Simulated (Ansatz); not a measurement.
Na3Cl:

```
CELL_PARAMETERS angstrom
3.48642 0.00000 0.00000
0.00000 3.48642 0.00000
0.00000 0.00000 9.48697
ATOMIC_POSITIONS crystal
Cl 0.00000 0.00000 0.00000
Na 0.50000 0.50000 0.17433
Na 0.50000 0.50000 0.82567
Na 0.00000 0.00000 0.50000
```

The cell comes from a database or a generator and needn't be the stable form of this composition.

Base run:

* Program: Ansatz 0.2.0
* Functional: PBEsol
* Potentials or basis: all-electron LAPW, scalar-relativistic
* Cutoff: 147 eV
* Density cutoff: 589 eV
* Basis error allowed: 0.001 eV/atom
* k mesh: 8 × 8 × 3
* Occupations: fermi-dirac, width 0.05 eV
* Spin: no spin polarisation

Its results: pressure 0.1 GPa; largest force 0.070 eV/Å.

The run is repeated on the same cell with these changes: functional from PBEsol to LDA; basis error allowed from 0.001 eV/atom to 0.002 eV/atom. What comes out?

Pressure -1.0 GPa; largest force 0.007 eV/Å.

Not every run made on this cell is shown here.
